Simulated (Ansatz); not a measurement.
HfO2:

```
CELL_PARAMETERS angstrom
5.55640 0.00000 0.00000
0.00000 3.33360 0.00000
0.00000 0.00000 6.50500
ATOMIC_POSITIONS crystal
Hf 0.74868 0.75000 0.60787
Hf 0.25132 0.25000 0.39213
Hf 0.24868 0.75000 0.89213
Hf 0.75132 0.25000 0.10787
O 0.63950 0.25000 0.42340
O 0.36050 0.75000 0.57660
O 0.13950 0.25000 0.07660
O 0.86050 0.75000 0.92340
O 0.52079 0.25000 0.84145
O 0.47921 0.75000 0.15855
O 0.02079 0.25000 0.65855
O 0.97921 0.75000 0.34145
```

Measurements of this composition are mostly on another form, of space group No. 14.

Base run:

| Quantity | Value |
| --- | --- |
| Program | Ansatz 0.2.0 |
| Functional | PBE |
| Potentials or basis | Ansatz PAW |
| Cutoff | 500 eV |
| Density cutoff | 2000 eV |
| k mesh | 5 × 8 × 4 |
| Occupations | fermi-dirac, width 0.05 eV |
| Spin | no spin polarisation |

Its results: band gap on the k mesh 3.46 eV, direct; pressure 3.2 GPa; largest force 0.058 eV/Å.

Problem. The run is repeated on the same cell with these changes: functional from PBE to r2SCAN; cutoff from 500 eV to 500 eV (not typed: the program's choice for these potentials); spin from no spin polarisation to spin-orbit coupling, no magnetisation; potential files from those of the base run to others of the same set. What comes out?

Solution. Band gap on the k mesh 3.93 eV, direct; pressure -3.7 GPa; largest force 0.043 eV/Å.

Several settings changed at once, so the effect can't be laid on one alone.

Caveats: odd divisions of the mesh miss points on the zone boundary, where band edges often lie, so the gap on the mesh can be too wide (some runs); spin-orbit coupling is left out, which moves the levels of the heavy elements (some runs); the PAW data sets come from PBE, with cores solved anew for the run's functional, which leaves a small shift of forces and pressure (some runs).
